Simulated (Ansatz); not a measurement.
KBr, h-MgO type, relaxed with r2SCAN. K is surrounded by 5 Br at 3.24–3.28 Å; Br is surrounded by 5 K at 3.24–3.28 Å.

Space group P6_3/mmc (No. 194). a = 5.618 Å, b = 5.618 Å, c = 6.554 Å, α = 90.00°, β = 90.00°, γ = 120.00°

| atom | site | symmetry | x | y | z |
| --- | --- | --- | --- | --- | --- |
| K | 2c | -6m2 | 0.3333 | 0.6667 | 0.2500 |
| Br | 2d | -6m2 | 0.6667 | 0.3333 | 0.2500 |

4 runs of Ansatz 0.2.0 on this cell differ in the functional (and in the settings that go with it). Levels are in eV from each run's valence top; v1 is the last filled band, c1 the first empty one.

Run A, mean stress -1.2 GPa (compression positive):

| point | v2 | v1 | c1 | c2 |
| --- | --- | --- | --- | --- |
| Γ | -0.29 | 0.00 | 3.87 | 6.80 |
| M | -0.26 | -0.15 | 5.76 | 6.10 |
| K | -0.38 | -0.15 | 5.63 | 5.86 |

Run B, mean stress +0.4 GPa (compression positive):

| point | v2 | v1 | c1 | c2 |
| --- | --- | --- | --- | --- |
| Γ | -0.29 | 0.00 | 4.19 | 7.06 |
| M | -0.25 | -0.15 | 6.01 | 6.43 |
| K | -0.36 | -0.15 | 5.87 | 6.12 |

Run C, mean stress +0.2 GPa (compression positive):

| point | v2 | v1 | c1 | c2 |
| --- | --- | --- | --- | --- |
| Γ | -0.30 | 0.00 | 5.30 | 8.27 |
| M | -0.26 | -0.16 | 7.10 | 7.66 |
| K | -0.38 | -0.16 | 6.98 | 7.31 |

Run D, mean stress 0.0 GPa (compression positive):

| point | v2 | v1 | c1 | c2 |
| --- | --- | --- | --- | --- |
| Γ | -0.29 | 0.00 | 4.76 | 7.83 |
| M | -0.25 | -0.15 | 6.46 | 7.19 |
| K | -0.36 | -0.15 | 6.33 | 6.65 |

Question: Match the runs to LDA, PBE, r2SCAN, HSE06.

Answer: A is LDA, B is PBE, C is HSE06, D is r2SCAN. In order of the gap: LDA 3.87, PBE 4.19, r2SCAN 4.76, HSE06 5.30 eV.

Spin-unpolarised throughout. Whether this structure exists isn't addressed.

The runs are scalar-relativistic, without spin-orbit coupling.

The stress of a hybrid is loosely converged in these runs.

The meshes of the hybrids are coarse, so their gaps aren't converged to the digits shown.
